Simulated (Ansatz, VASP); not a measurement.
# One calculation of CaO, two programs

```xyz
2
Lattice="0.0000 2.3732 2.3732 2.3732 0.0000 2.3732 2.3732 2.3732 0.0000" Properties=species:S:1:pos:R:3 pbc="T T T"
Ca    0.0000    0.0000    0.0000
O     2.3732    2.3732    2.3732
```

Alike in both runs: task single point; functional r2SCAN; k mesh 8 × 8 × 8; occupations gaussian, width 0.02 eV; no spin polarisation.

|  | VASP | Ansatz |
| --- | --- | --- |
| version | VASP 6.6.1 | Ansatz 0.2.0 |
| potentials or method | VASP PAW PBE potentials, release 64 (Ca_sv, O) | scalar-relativistic, plane waves, PAW |
| plane-wave cutoff (eV) | 520 | 500 |
| valence electrons in the cell | 16 | 16 |

```tsv
	VASP	Ansatz	Ansatz less VASP
gap on the k mesh at the Fermi level (eV)	4.18	4.19	+0.014
least direct gap on the mesh (eV)	4.54	4.56	+0.017
pressure (GPa)	5.0	3.8	-1.21
```

Caveats: the PAW data sets were made with another functional, which shifts forces and pressure a little (VASP). r2SCAN opens gaps a little over a GGA but as a rule still falls short of measured ones. A k mesh can miss the band edges.
